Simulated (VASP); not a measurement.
The system is ZnSe (Stilleite).

```xyz
2
Lattice="0.0000 2.8207 2.8207 2.8207 0.0000 2.8207 2.8207 2.8207 0.0000" Properties=species:S:1:pos:R:3 pbc="T T T"
Zn    0.0000    0.0000    0.0000
Se    1.4103    1.4103    1.4103
```

Base run:

```yaml
Program: VASP 6.6.1
Functional: r2SCAN
Potentials_or_basis: VASP PAW PBE potentials, release 64 (Zn, Se)
Cutoff: 520 eV
k_mesh: 8 × 8 × 8
Occupations: gaussian, width 0.03 eV
Spin: no spin polarisation
```

Its results: band gap on the k mesh 1.93 eV, direct; pressure 1.0 GPa.

**Question.** The run is repeated on the same cell with these changes: functional from r2SCAN to LDA; potentials or basis from VASP PAW PBE potentials, release 64 (Zn, Se) to VASP PAW LDA potentials, release 64 (Zn, Se). What comes out?

**Answer.** Band gap on the k mesh 1.13 eV, direct; pressure -2.3 GPa.

Caveats: the PAW data sets were made with another functional, which shifts forces and pressure a little (some runs).
